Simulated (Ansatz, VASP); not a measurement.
This is a calculation of Be for Ansatz 0.2.0.

File input.yaml:

```yaml
crystal:
  lattice:
    - [2.02081, 0.0, 0.0]
    - [0.0, 2.02081, 0.0]
    - [0.0, 0.0, 2.66164]
  atoms:
    - { symbol: Be, position: [0.0, 0.0, 0.5] }
hamiltonian:
  xc: rpbe
  pseudopotentials: { kind: paw }
kpoints:
  mp_grid: { grid: [13, 13, 10] }
scf:
  occupations: { method: fermi_dirac, width: 0.05 }
output:
  forces: true
  stress: true
  eigenvalues: true
relax:
  f_tol: 0.01
  max_steps: 40
  cell: { stress_tol: 0.05 }
```

Potentials or basis: Ansatz PAW.

Launch:

```sh
$ ansatz run input.yaml --threads 2 --pin off --max-ram 5632MiB --backend cpu --events-out ev --progress --plain --runs-dir out
```

Problem. Set up the same calculation for VASP 6.6.1. Potentials there: VASP PAW PBE potentials, release 64 (Be).

Solution. As run (the cutoff follows the program's own potentials):

The input INCAR:

```
ALGO = Normal
EDIFF = 1E-6
EDIFFG = -0.01
ENCUT = 600
GGA = RP
IBRION = 2
ISIF = 3
ISMEAR = -1
LASPH = True
LCHARG = False
LREAL = False
LWAVE = False
NELM = 60
NSW = 60
PREC = Accurate
SIGMA = 0.05
```

KPOINTS

```
k-points
0
Gamma
  13 13 10
```

Contents of POSCAR:

```
Be
1.0
    2.0208100000      0.0000000000      0.0000000000
    0.0000000000      2.0208100000      0.0000000000
    0.0000000000      0.0000000000      2.6616400000
Be
1
Direct
    0.0000000000      0.0000000000      0.5000000000
```

Potentials or basis: VASP PAW PBE potentials, release 64 (Be).

Run with:

```bash
$ cat potpaw_PBE.64/Be/POTCAR > POTCAR
$ mpirun -np 1 vasp_std > vasp.out
```

Both were run:

|  | VASP | Ansatz | Ansatz less VASP |
| --- | --- | --- | --- |
| gap on the k mesh at the Fermi level, each at its own relaxed structure (eV) | none | none | - |
| relaxed volume (Å³/atom) | 11.18 | 11.18 | +0.001 |
| relaxed cell length with the largest relative difference (Å) | 2.690 | 2.692 | +0.0019 |
| energy change over the relaxation (meV/atom) | -2 | -2 | 0.0 |

A gap of «none» marks a metal or a gap that the smearing closes.

Caveats: the PAW data sets were made with another functional, which shifts forces and pressure a little (VASP); the plane-wave basis is chosen anew once the cell has moved, so the energies of steps on either side of that aren't comparable (Ansatz); the PAW data sets come from PBE, with cores solved anew for the run's functional, which leaves a small shift of forces and pressure (Ansatz).
